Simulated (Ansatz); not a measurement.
# Dielectric response of SiC (10-10) films, part 2 of 5

Aim: the electronic and static ε of wurtzite SiC (10-10) from films of several thicknesses in a field.

Ansatz 0.2.0; plane-wave DFT, r2SCAN, Ansatz PAW (the session's first sound run).

So far. Step 2 (Relaxing the film, 12 atoms, units 3): The gap is 1.66 eV, with the valence edge 5.55 eV and the conduction edge 3.89 eV under the upper vacuum level.

**3. The relaxed film, single point, 12 atoms, units 3**

The film was relaxed beforehand; a single point on the relaxed positions gives its levels and potential.

input.yaml reads:

```yaml
crystal:
  lattice:
    - [3.08, 0.0, 0.0]
    - [0.0, 5.05, 0.0]
    - [0.0, 0.0, 24.2238359019]
  atoms:
    - { symbol: Si, position: [0.0, 0.0234713965, 0.3821627753] }
    - { symbol: C, position: [0.0, 0.3640844962, 0.3758023698] }
    - { symbol: Si, position: [0.5, 0.4917990316, 0.4052077129] }
    - { symbol: C, position: [0.5, 0.8653647338, 0.4065570826] }
    - { symbol: Si, position: [0.5, 0.0029673148, 0.4828700241] }
    - { symbol: C, position: [0.5, 0.3773129962, 0.4822164768] }
    - { symbol: Si, position: [0.0, 0.5029673245, 0.5171299658] }
    - { symbol: C, position: [0.0, 0.8773130076, 0.51778353] }
    - { symbol: Si, position: [0.0, -0.0082009717, 0.5947922849] }
    - { symbol: C, position: [0.0, 0.3653647357, 0.5934429277] }
    - { symbol: Si, position: [0.5, 0.5234714263, 0.6178372162] }
    - { symbol: C, position: [0.5, 0.8640845085, 0.6241976339] }
kpoints:
  mp_grid: { grid: [8, 6, 1] }
hamiltonian:
  xc: r2scan
scf:
  occupations: { method: fixed }
  convergence: { dr2_threshold: 1.0e-09 }
efield:
  axis: 3
  dipole_correction: true
  ramp_position: 0.97
  ramp_width: 0.06
output:
  eigenvalues: true
  write_potential: true
  write_density: true
  volumetric_format: npy
```

On the command line:

```
$ ansatz run input.yaml --threads 8 --pin off --max-ram 12288MiB --backend cpu --events-out ev --progress --plain --runs-dir out
```

Numbers of over 12 decimals in the logs are rounded to 6 here.

The program printed:

```text
[...]
Crystal: 12 atoms, lattice volume = 376.778 Å³
Basis set: ecut = 500 eV, 9633 PW (Γ), exchange–correlation on 96×160×720 points (64 copies of the dense FFT grid, shifted against one another)
Bands: 36, of which v1, the nominal top of the filled ones, is band 24 counted from 1 (23 counted from 0)
Symmetry: 2 space group operations
k-points: 20 of 48 (time reversal used)
[...]
SCF iter   1: F=—  HF=-5342.716596 eV  |F-HF|=—  |Δ(HF+E_count)|=         —  Δρ=4.45e-3  dr2=8.56e-2  dr2_τ=1.15e0  ethr=1.77e-3  p=-0.000 e·Å  D=-5.17e-8 V/Å  ΔV_dip=0.00 eV  dr2_dipole=1.06e-7  V_vac-E_F(+/−)=5.34/5.34 eV  ⟨swp⟩=5.2  Hψ=3542  notcnv=0  defer=198
[...]
SCF iter  12: F=-5342.970073 eV  HF=-5342.970073 eV  |F-HF|=3.64e-11  |Δ(HF+E_count)|=  7.28e-10  Δρ=9.39e-8  dr2=2.98e-11  dr2_τ=1.17e-12  ethr=1.00e-12  p=-0.000 e·Å  D=-1.23e-7 V/Å  ΔV_dip=0.00 eV  dr2_dipole=3.27e-15  V_vac-E_F(+/−)=5.55/5.55 eV  ⟨swp⟩=3.5  Hψ=2279  notcnv=0
SCF 1 converged in 12 iterations: F = -5342.970073 eV  dr2 = 2.98e-11
[...]
SCF converged after 12 iterations
[...]
an eigenvalue changed by more than its tolerance at an iteration that met the thresholds in force, so the SCF went on 1 time: the last check found none over its tolerance
Free energy (F): -5342.970073 eV
[...]
Internal energy: -5342.970073 eV  (E = F + TS)
E sigma→0 (E₀):  -5342.970073 eV
Fermi energy:    -0.534008 eV
Dipole field:    D = -0.000000 V/Å  (p = -0.000000 e·Å, saw-weighted, corrected)
Work function:   Φ+ = 5.5455 eV   Φ− = 5.5455 eV
[...]
--- Band table (eV; the first three rows and the last of 20) ---
  k-point 0: bands = [... 20 lower, -1.3775, -1.2965, -0.9997, -0.5560, 2.1536, 2.4085, 2.9104, 3.5469, ... 8 higher]
  k-point 1: bands = [... 20 lower, -1.8104, -1.4117, -1.1403, -0.6888, 2.1225, 2.4296, 2.8338, 3.3138, ... 8 higher]
  k-point 2: bands = [... 20 lower, -2.0794, -1.4903, -1.4670, -0.8829, 1.9862, 2.2227, 3.0691, 3.2294, ... 8 higher]
  k-point 19: bands = [... 20 lower, -2.8596, -2.8596, -1.0336, -1.0336, 1.1214, 1.1214, 3.5332, 3.5332, ... 8 higher]
```

Run time: 11 s. Hardware: 8 threads of Arm Neoverse V2, shared host; peak memory 1.7 GiB.

Numbers from this step:

| Item | Value |
| --- | --- |
| dipole along the normal | -1.38e-7 e·Å |

Running mean over 2.667 Å of the planar mean; the ramp of the sawtooth is left out. The electron's electrostatic potential energy less the highest filled level by z:

| z (Å) | electron's electrostatic potential energy less the highest filled level (eV) |
| --- | --- |
| 3.0 | 5.55 |
| 3.5 | 5.55 |
| 4.0 | 5.55 |
| 4.5 | 5.55 |
| 5.0 | 5.54 |
| 5.5 | 5.54 |
| 6.0 | 5.52 |
| 6.5 | 5.43 |
| 7.0 | 5.08 |
| 7.5 | 3.66 |
| 8.0 | 0.421 |
| 8.5 | -3.54 |
| 9.0 | -6.41 |
| 9.5 | -7.51 |
| 10.0 | -8.20 |
| 10.5 | -8.56 |
| 11.0 | -8.10 |
| 11.5 | -7.79 |
| 12.0 | -7.80 |
| 12.5 | -7.78 |
| 13.0 | -7.89 |
| 13.5 | -8.41 |
| 14.0 | -8.47 |
| 14.5 | -7.81 |
| 15.0 | -7.04 |
| 15.5 | -5.06 |
| 16.0 | -1.37 |
| 16.5 | 2.40 |
| 17.0 | 4.66 |
| 17.5 | 5.33 |
| 18.0 | 5.49 |
| 18.5 | 5.53 |
| 19.0 | 5.54 |
| 19.5 | 5.54 |
| 20.0 | 5.55 |
| 20.5 | 5.55 |
| 21.0 | 5.55 |

The gap is 1.66 eV, with the valence edge 5.55 eV and the conduction edge 3.89 eV under the upper vacuum level.

**4. Single point, 12 atoms, units 3, field 0.05 V/Å**

A sawtooth potential applies the field, turning back in the middle of the vacuum. With the dipole correction the typed value is the field outside the slab. The induced dipole is small, so the SCF threshold is tight.

Edit input.yaml of step 3 so:

```diff
@@ -24,3 +24,3 @@
   occupations: { method: fixed }
-  convergence: { dr2_threshold: 1.0e-09 }
+  convergence: { dr2_threshold: 1.0e-10 }
 efield:
@@ -30,4 +30,4 @@
   ramp_width: 0.06
+  amplitude: 0.05
 output:
-  eigenvalues: true
   write_potential: true
```

The program printed:

```text
[...]
Crystal: 12 atoms, lattice volume = 376.778 Å³
Basis set: ecut = 500 eV, 9633 PW (Γ), exchange–correlation on 96×160×720 points (64 copies of the dense FFT grid, shifted against one another)
Bands: 36, of which v1, the nominal top of the filled ones, is band 24 counted from 1 (23 counted from 0)
Symmetry: 2 space group operations
k-points: 20 of 48 (time reversal used)
[...]
SCF iter   1: F=—  HF=-5342.722152 eV  |F-HF|=—  |Δ(HF+E_count)|=         —  Δρ=4.49e-3  dr2=1.08e-1  dr2_τ=1.15e0  ethr=1.77e-3  p=-0.000 e·Å  D=-5.17e-8 V/Å  ΔV_dip=0.00 eV  dr2_dipole=1.11e-2  V_vac-E_F(+/−)=5.86/4.76 eV  ⟨swp⟩=5.2  Hψ=3548  notcnv=0  defer=197
[...]
SCF iter  12: F=-5342.970902 eV  HF=-5342.970902 eV  |F-HF|=1.09e-11  |Δ(HF+E_count)|=  7.35e-10  Δρ=8.15e-8  dr2=2.37e-11  dr2_τ=8.82e-13  ethr=1.00e-12  p=0.033 e·Å  D=1.59e-2 V/Å  ΔV_dip=-0.39 eV  dr2_dipole=4.61e-14  V_vac-E_F(+/−)=5.89/5.17 eV  ⟨swp⟩=20.8  Hψ=5070  notcnv=0
SCF 1 converged in 12 iterations: F = -5342.970902 eV  dr2 = 2.37e-11
[...]
SCF converged after 12 iterations
[...]
Free energy (F): -5342.970902 eV
[...]
Internal energy: -5342.970902 eV  (E = F + TS)
E sigma→0 (E₀):  -5342.970902 eV
Fermi energy:    -0.533775 eV
Dipole field:    D = 0.015921 V/Å  (p = 0.033151 e·Å, saw-weighted, corrected)
Work function:   not extracted (applied field tilts the vacuum); planar V_es + V_field profile in the machine report
[...]
--- Band table (eV; the first three rows and the last of 20) ---
  k-point 0: bands = [... 20 lower, -1.3776, -1.2969, -0.9997, -0.5558, 2.1516, 2.4097, 2.9104, 3.5466, ... 8 higher]
  k-point 1: bands = [... 20 lower, -1.8104, -1.4121, -1.1403, -0.6886, 2.1205, 2.4310, 2.8337, 3.3135, ... 8 higher]
  k-point 2: bands = [... 20 lower, -2.0795, -1.4903, -1.4676, -0.8827, 1.9835, 2.2250, 3.0688, 3.2293, ... 8 higher]
  k-point 19: bands = [... 20 lower, -2.8609, -2.8583, -1.0511, -1.0163, 1.1039, 1.1385, 3.5287, 3.5371, ... 8 higher]
```

Elapsed: 10 s, on 8 threads; peak memory 1.7 GiB; 80 s of CPU time.

This step gave:

```
gap on the k-mesh       : 1.638 eV
dipole along the normal : 0.03315 e·Å
```

The dipole is 0.0332 e·Å, and the gap on the mesh 1.638 eV.

**5. Atoms held, 12 atoms, units 3, field -0.05 V/Å**

Edit input.yaml of step 4 so:

```diff
@@ -30,3 +30,3 @@
   ramp_width: 0.06
-  amplitude: 0.05
+  amplitude: -0.05
 output:
```

The program printed:

```text
[...]
Crystal: 12 atoms, lattice volume = 376.778 Å³
Basis set: ecut = 500 eV, 9633 PW (Γ), exchange–correlation on 96×160×720 points (64 copies of the dense FFT grid, shifted against one another)
Bands: 36, of which v1, the nominal top of the filled ones, is band 24 counted from 1 (23 counted from 0)
Symmetry: 2 space group operations
k-points: 20 of 48 (time reversal used)
[...]
k-point 0: bands = [... 20 lower, -1.3776, -1.2969, -0.9997, -0.5558, 2.1516, 2.4097, 2.9104, 3.5466, ... 8 higher]
  k-point 1: bands = [... 20 lower, -1.8104, -1.4121, -1.1403, -0.6886, 2.1205, 2.4310, 2.8337, 3.3135, ... 8 higher]
  k-point 2: bands = [... 20 lower, -2.0795, -1.4903, -1.4676, -0.8827, 1.9835, 2.2250, 3.0688, 3.2293, ... 8 higher]
  k-point 19: bands = [... 20 lower, -2.8609, -2.8583, -1.0511, -1.0163, 1.1039, 1.1385, 3.5287, 3.5371, ... 8 higher]
[key lines of the parts left out:]
SCF converged after 12 iterations
Free energy (F): -5342.970902 eV
Fermi energy:    -0.533775 eV
Dipole field:    D = -0.015921 V/Å  (p = -0.033151 e·Å, saw-weighted, corrected)
```

Elapsed: 10 s, on 8 threads; peak memory 1.7 GiB.

The dipole is -0.0332 e·Å, and the gap on the mesh 1.638 eV.

**6. Response with the atoms held, 12 atoms, units 3**

This step: plane-wave DFT, r2SCAN, Ansatz PAW; response to a field along the normal, atoms held (Ansatz 0.2.0).

The two fields give this film's response with the atoms held: the electronic part.

Numbers from this step:

```
equivalent conductor thickness p/(ε₀AE) : 7.713 Å
distance between the outer atoms        : 6.017 Å
thickness                               : 8.002 Å
```

Local field over the applied field, running mean. From the potentials at -0.05 and 0.05 V/Å; running mean over 2.667 Å, taken twice. Local field over applied field against z:

z (Å), local field over applied field and a bar from the least value:
```
        5      0.987 ##############################
        6      0.929 ############################
        7      0.765 ######################
        8      0.504 #############
        9      0.261 #####
       10      0.135 #
       11      0.109 
       12      0.110 
       13      0.109 
       14      0.122 
       15      0.222 ####
       16      0.443 ###########
       17      0.712 ####################
       18      0.903 ###########################
       19      0.981 #############################
       20      0.997 ##############################
```

Electrons, planar mean, per unit field. Induced electron density against z:

| z (Å) | induced electron density (e/Å³ per V/Å) |
| --- | --- |
| 4.5 | 5.9e-6 |
| 5.0 | 1.8e-5 |
| 5.5 | 5.3e-5 |
| 6.0 | 1.5e-4 |
| 6.5 | 4.2e-4 |
| 7.0 | 0.00101 |
| 7.5 | 0.00210 |
| 8.0 | 0.00322 |
| 8.5 | 0.00266 |
| 9.0 | 0.00107 |
| 9.5 | -1.0e-4 |
| 10.0 | -0.00100 |
| 10.5 | -3.8e-4 |
| 11.0 | 5.9e-5 |
| 11.5 | 9.8e-4 |
| 12.0 | 6.2e-4 |
| 12.5 | -0.00138 |
| 13.0 | -3.5e-4 |
| 13.5 | 1.7e-4 |
| 14.0 | 7.5e-4 |
| 14.5 | 8.5e-4 |
| 15.0 | -8.5e-4 |
| 15.5 | -0.00167 |
| 16.0 | -0.00332 |
| 16.5 | -0.00267 |
| 17.0 | -0.00145 |
| 17.5 | -6.3e-4 |
| 18.0 | -2.4e-4 |
| 18.5 | -8.7e-5 |
| 19.0 | -2.9e-5 |
| 19.5 | -9.7e-6 |
| 20.0 | -3.1e-6 |

By hand: between -0.05 and 0.05 V/Å the dipole changes by 0.06630 e·Å, a slope of 0.6630 e·Å²/V. A perfect conductor of thickness t has p = ε₀AEt, so t = 180.95 × 0.6630 / 15.554 = 7.71 Å (e/ε₀ = 180.95 V·Å, A in Å²).

The induced dipole is that of a conductor 7.71 Å thick.

**7. Relaxing in the field, 12 atoms, field 0.05 V/Å**

This step: plane-wave DFT, r2SCAN, Ansatz PAW (Ansatz 0.2.0).

Now the atoms may follow the field. A weak field makes forces of meV/Å to tens of meV/Å, so the force tolerance is set well below the usual one.

Edit input.yaml of step 5 so:

```diff
@@ -30,3 +30,6 @@
   ramp_width: 0.06
-  amplitude: -0.05
+  amplitude: 0.05
+relax:
+  f_tol: 0.0006
+  max_steps: 70
 output:
```

The program printed:

```text
[...]
Crystal: 12 atoms, lattice volume = 376.778 Å³
Basis set: ecut = 500 eV, 9633 PW (Γ), exchange–correlation on 96×160×720 points (64 copies of the dense FFT grid, shifted against one another)
Bands: 36, of which v1, the nominal top of the filled ones, is band 24 counted from 1 (23 counted from 0)
Symmetry: 2 space group operations
k-points: 20 of 48 (time reversal used)
[...]
SCF iter   1: F=—  HF=-5342.722152 eV  |F-HF|=—  |Δ(HF+E_count)|=         —  Δρ=4.49e-3  dr2=1.08e-1  dr2_τ=1.15e0  ethr=1.77e-3  p=-0.000 e·Å  D=-5.17e-8 V/Å  ΔV_dip=0.00 eV  dr2_dipole=1.11e-2  V_vac-E_F(+/−)=5.86/4.76 eV  ⟨swp⟩=5.2  Hψ=3548  notcnv=0  defer=197
[...]
SCF iter  12: F=-5342.970902 eV  HF=-5342.970902 eV  |F-HF|=3.55e-11  |Δ(HF+E_count)|=  7.48e-10  Δρ=8.17e-8  dr2=2.38e-11  dr2_τ=8.69e-13  ethr=1.00e-12  p=0.033 e·Å  D=1.59e-2 V/Å  ΔV_dip=-0.39 eV  dr2_dipole=4.99e-14  V_vac-E_F(+/−)=5.89/5.17 eV  ⟨swp⟩=9.0  Hψ=4149  notcnv=0
SCF 1 converged in 12 iterations: F = -5342.970902 eV  dr2 = 2.38e-11
[...]
relax step   1: F+E_penalty+E_count = -5342.97090189 eV  Δ(F+E_penalty+E_count) = +0.000e0 eV  max|allowed force component| = 1.752e-2 eV/Å  Δτ_max = 0.0000 Å  (12 SCF iters, accepted)
[...]
SCF iter   7: F=-5342.970932 eV  HF=-5342.970932 eV  |F-HF|=4.37e-11  |Δ(HF+E_count)|=  3.26e-10  Δρ=1.43e-7  dr2=5.91e-11  dr2_τ=4.61e-12  ethr=1.00e-12  p=0.034 e·Å  D=1.63e-2 V/Å  ΔV_dip=-0.40 eV  dr2_dipole=1.22e-12  V_vac-E_F(+/−)=5.88/5.17 eV  ⟨swp⟩=8.6  Hψ=4139  notcnv=0
SCF 2 converged in 7 iterations: F = -5342.970932 eV  dr2 = 5.91e-11
relax step   2: F+E_penalty+E_count = -5342.97093183 eV  Δ(F+E_penalty+E_count) = -2.994e-5 eV  max|allowed force component| = 8.280e-3 eV/Å  Δτ_max = 0.0009 Å  (7 SCF iters, accepted)
SCF iter   1: F=—  HF=-5342.970963 eV  |F-HF|=—  |Δ(HF+E_count)|=         —  Δρ=5.84e-5  dr2=2.11e-5  dr2_τ=1.16e-5  ethr=4.24e-7  p=0.034 e·Å  D=1.63e-2 V/Å  ΔV_dip=-0.40 eV  dr2_dipole=5.52e-6  V_vac-E_F(+/−)=5.88/5.17 eV  ⟨swp⟩=2.0  Hψ=1484  notcnv=0  defer=200
[...]
SCF iter   7: F=-5342.970940 eV  HF=-5342.970940 eV  |F-HF|=4.55e-11  |Δ(HF+E_count)|=  7.43e-10  Δρ=1.73e-7  dr2=7.73e-11  dr2_τ=5.08e-12  ethr=1.00e-12  p=0.035 e·Å  D=1.67e-2 V/Å  ΔV_dip=-0.40 eV  dr2_dipole=1.24e-12  V_vac-E_F(+/−)=5.88/5.18 eV  ⟨swp⟩=7.0  Hψ=4535  notcnv=0
SCF 3 converged in 7 iterations: F = -5342.970940 eV  dr2 = 7.73e-11
relax step   3: F+E_penalty+E_count = -5342.97093986 eV  Δ(F+E_penalty+E_count) = -8.030e-6 eV  max|allowed force component| = 1.047e-3 eV/Å  Δτ_max = 0.0006 Å  (7 SCF iters, accepted)
SCF iter   1: F=—  HF=-5342.970960 eV  |F-HF|=—  |Δ(HF+E_count)|=         —  Δρ=1.32e-5  dr2=7.26e-7  dr2_τ=6.37e-7  ethr=2.18e-8  p=0.035 e·Å  D=1.67e-2 V/Å  ΔV_dip=-0.40 eV  dr2_dipole=4.59e-9  V_vac-E_F(+/−)=5.88/5.18 eV  ⟨swp⟩=2.1  Hψ=1432  notcnv=0  defer=118
[...]
SCF iter   6: F=-5342.970940 eV  HF=-5342.970940 eV  |F-HF|=3.64e-11  |Δ(HF+E_count)|=  9.46e-11  Δρ=1.11e-7  dr2=4.25e-11  dr2_τ=8.37e-13  ethr=1.00e-12  p=0.035 e·Å  D=1.67e-2 V/Å  ΔV_dip=-0.40 eV  dr2_dipole=6.73e-12  V_vac-E_F(+/−)=5.88/5.18 eV  ⟨swp⟩=8.0  Hψ=3827  notcnv=0
SCF 4 converged in 6 iterations: F = -5342.970940 eV  dr2 = 4.25e-11
relax step   4: F+E_penalty+E_count = -5342.97094011 eV  Δ(F+E_penalty+E_count) = -2.480e-7 eV  max|allowed force component| = 1.800e-4 eV/Å  Δτ_max = 0.0001 Å  (6 SCF iters, accepted)
NSCF: frozen V_eff on 20 k-points
[...]
SCF iter   2: F=-5342.970940 eV  HF=-5342.970940 eV  |F-HF|=8.19e-12  |Δ(HF+E_count)|=    0.00e0  Δρ=6.13e-8  dr2=1.65e-11  dr2_τ=2.74e-13  ethr=1.00e-12  p=0.035 e·Å  D=1.67e-2 V/Å  ΔV_dip=-0.40 eV  dr2_dipole=4.63e-12  V_vac-E_F(+/−)=5.88/5.18 eV  ⟨swp⟩=7.2  Hψ=3594  notcnv=0
SCF 5 converged in 2 iterations: F = -5342.970940 eV  dr2 = 1.65e-11
[...]
SCF converged after 2 iterations
[...]
Free energy (F): -5342.970940 eV
[...]
Internal energy: -5342.970940 eV  (E = F + TS)
E sigma→0 (E₀):  -5342.970940 eV
Fermi energy:    -0.533981 eV
Dipole field:    D = 0.016660 V/Å  (p = 0.034688 e·Å, saw-weighted, corrected)
Work function:   not extracted (applied field tilts the vacuum); planar V_es + V_field profile in the machine report
[...]
--- Forces (eV/Å), atoms counted from 1 ---
  atom   1  Si     0.00000000    -0.00001831    -0.00010158
  atom   2  C      0.00000000    -0.00003537     0.00006279
  atom   3  Si     0.00000000     0.00000258    -0.00016621
  atom   4  C      0.00000000     0.00003128    -0.00007001
  atom   5  Si     0.00000000    -0.00016791     0.00012297
  atom   6  C      0.00000000    -0.00006231     0.00015627
  atom   7  Si     0.00000000     0.00018120     0.00009583
  atom   8  C      0.00000000     0.00004794     0.00013203
  atom   9  Si     0.00000000     0.00001944    -0.00013860
  atom  10  C      0.00000000    -0.00004127    -0.00004004
  atom  11  Si     0.00000000     0.00000178    -0.00009838
  atom  12  C      0.00000000     0.00006559     0.00004574
  max |Σ_I F_I| component: 2.46e-5 eV/Å
--- Band table (eV; the first three rows and the last of 20) ---
  k-point 0: bands = [... 20 lower, -1.3776, -1.2969, -0.9999, -0.5560, 2.1528, 2.4088, 2.9102, 3.5465, ... 8 higher]
  k-point 1: bands = [... 20 lower, -1.8106, -1.4120, -1.1404, -0.6888, 2.1217, 2.4300, 2.8336, 3.3135, ... 8 higher]
  k-point 2: bands = [... 20 lower, -2.0796, -1.4905, -1.4674, -0.8829, 1.9853, 2.2234, 3.0688, 3.2293, ... 8 higher]
  k-point 19: bands = [... 20 lower, -2.8604, -2.8589, -1.0454, -1.0221, 1.1121, 1.1304, 3.5294, 3.5364, ... 8 higher]
--- Relaxed structure (4 steps of the walk, 4 accepted, 0 SCFs on fresh bases) ---
  F+E_penalty+E_count = -5342.97094011 eV   max|allowed force component| = 1.800e-4 eV/Å
  atoms:
    - { symbol: Si, position: [0.0, 0.023528, 0.382195] }
    - { symbol: C, position: [0.0, 0.364152, 0.375761] }
    - { symbol: Si, position: [0.5, 0.491803, 0.405217] }
    - { symbol: C, position: [0.5, 0.865375, 0.406549] }
    - { symbol: Si, position: [0.5, 0.00297779, 0.482890] }
    - { symbol: C, position: [0.5, 0.377320, 0.482203] }
    - { symbol: Si, position: [0.0, 0.502953, 0.517150] }
    - { symbol: C, position: [0.0, 0.877303, 0.517770] }
    - { symbol: Si, position: [0.0, -0.00820332, 0.594804] }
    - { symbol: C, position: [0.0, 0.365349, 0.593436] }
    - { symbol: Si, position: [0.5, 0.523417, 0.617868] }
    - { symbol: C, position: [0.5, 0.864025, 0.624158] }
```

The job ended after 29 s (8 threads; peak memory 1.7 GiB; 3.7 min of CPU time).

Hardly anything moved in the relaxation; the energy changed by under 0.2 meV an atom.

Numbers from this step:

- gap on the k-mesh: 1.646 eV
- dipole along the normal: 0.03469 e·Å

The relaxation took 4 steps and lowered the energy by 3.8e-5 eV; the largest force on the free atoms ends at 1.8e-4 eV/Å.

The dipole is 0.0347 e·Å, and the gap on the mesh 1.646 eV.

**8. Field on, atoms free, 12 atoms, field -0.05 V/Å**

The opposite sign, again from the field-free geometry; the difference of the two cancels what relaxes without a field.

Edit input.yaml of step 7 so:

```diff
@@ -30,3 +30,3 @@
   ramp_width: 0.06
-  amplitude: 0.05
+  amplitude: -0.05
 relax:
```

The program printed:

```text
[...]
Crystal: 12 atoms, lattice volume = 376.778 Å³
Basis set: ecut = 500 eV, 9633 PW (Γ), exchange–correlation on 96×160×720 points (64 copies of the dense FFT grid, shifted against one another)
Bands: 36, of which v1, the nominal top of the filled ones, is band 24 counted from 1 (23 counted from 0)
Symmetry: 2 space group operations
k-points: 20 of 48 (time reversal used)
[...]
- { symbol: Si, position: [0.5, 0.00295308, 0.482850] }
    - { symbol: C, position: [0.5, 0.377303, 0.482230] }
    - { symbol: Si, position: [0.0, 0.502978, 0.517110] }
    - { symbol: C, position: [0.0, 0.877320, 0.517797] }
    - { symbol: Si, position: [0.0, -0.00819713, 0.594783] }
    - { symbol: C, position: [0.0, 0.365375, 0.593451] }
    - { symbol: Si, position: [0.5, 0.523528, 0.617805] }
    - { symbol: C, position: [0.5, 0.864152, 0.624239] }
[key lines of the parts left out:]
SCF converged after 2 iterations
Free energy (F): -5342.970940 eV
Fermi energy:    -0.533981 eV
Dipole field:    D = -0.016660 V/Å  (p = -0.034689 e·Å, saw-weighted, corrected)
```

It took 29 s on 8 threads; peak memory 1.7 GiB.

No atom moved by 0.005 Å in the relaxation.

The relaxation took 4 steps and lowered the energy by 3.8e-5 eV; the largest force on the free atoms ends at 1.8e-4 eV/Å.

The dipole is -0.0347 e·Å, and the gap on the mesh 1.646 eV.

**9. Response with the atoms relaxed, 12 atoms, units 3**

This step: plane-wave DFT, r2SCAN, Ansatz PAW; response to a field along the normal, atoms relaxed (Ansatz 0.2.0).

The two relaxed runs give the static response.

Numbers from this step:

```
equivalent conductor thickness p/(ε₀AE) : 8.071 Å
```

Local field over the applied field, running mean. From the potentials at -0.05 and 0.05 V/Å; running mean over 2.667 Å, taken twice. The local field over applied field by z:

| z (Å) | local field over applied field |
| --- | --- |
| 4.5 | 0.996 |
| 5.0 | 0.988 |
| 5.5 | 0.970 |
| 6.0 | 0.931 |
| 6.5 | 0.863 |
| 7.0 | 0.767 |
| 7.5 | 0.630 |
| 8.0 | 0.480 |
| 8.5 | 0.339 |
| 9.0 | 0.225 |
| 9.5 | 0.131 |
| 10.0 | 0.0854 |
| 10.5 | 0.0706 |
| 11.0 | 0.0655 |
| 11.5 | 0.0646 |
| 12.0 | 0.0681 |
| 12.5 | 0.0664 |
| 13.0 | 0.0643 |
| 13.5 | 0.0677 |
| 14.0 | 0.0769 |
| 14.5 | 0.104 |
| 15.0 | 0.180 |
| 15.5 | 0.285 |
| 16.0 | 0.415 |
| 16.5 | 0.564 |
| 17.0 | 0.709 |
| 17.5 | 0.825 |
| 18.0 | 0.904 |
| 18.5 | 0.956 |
| 19.0 | 0.982 |
| 19.5 | 0.993 |
| 20.0 | 0.997 |

The induced dipole is that of a conductor 8.07 Å thick.

(Part 2 of 5 ends here.)

[Logs are printed without paths, hosts, clocks, repeated set-up lines and the standing remarks that a program may print on its own settings, such as how far it seeks lower states.]

[Hosts, paths, dates, database ids (printed as entryN), source tags and the programs' standing remarks are cut or masked in the printed files.]

[Maps of the electrostatic potential energy from Ansatz leave out the sawtooth potential of an applied field or a dipole correction, so their vacuum need not be flat; planar profiles and work functions include it.]
